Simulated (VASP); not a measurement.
Si, 1 atom in the cell. The cell holds a sheet with vacuum, 1 atom: a = 2.399 Å, b = 2.418 Å, c = 23.800 Å, α = 90.00°, β = 90.00°, γ = 90.00°. The cell was built by a generator and needn't be a form met in nature.

| Property | Result |
| --- | --- |
| Program | VASP 6.6.1 |
| Task | single point |
| Functional | PBE |
| Potentials or basis | VASP PAW PBE potentials, release 64 (Si) |
| Cutoff | 520 eV |
| k mesh | 11 × 11 × 1 |
| Occupations | fermi-dirac, width 0.05 eV |
| Spin | no spin polarisation |
| Dipole correction | yes |
| Further INCAR settings | ALGO = Normal; EDIFF = 1e-07; NBANDS = 8 |

Potentials or basis: VASP PAW PBE potentials, release 64 (Si).

The run is started by

```bash
$ cat potpaw_PBE.64/Si/POTCAR > POTCAR
$ mpirun -np 1 vasp_std > vasp.out
```

Hardware: 1 thread of Intel(R) Xeon(R) 6975P-C (Granite Rapids) (shared host).

Problem. How long does it take, and how much memory?

Solution. Wall time 45 s on 1 thread of Intel(R) Xeon(R) 6975P-C (Granite Rapids), on a shared host, peak memory 0.23 GiB. Counts: scf iterations 21, k points 36.
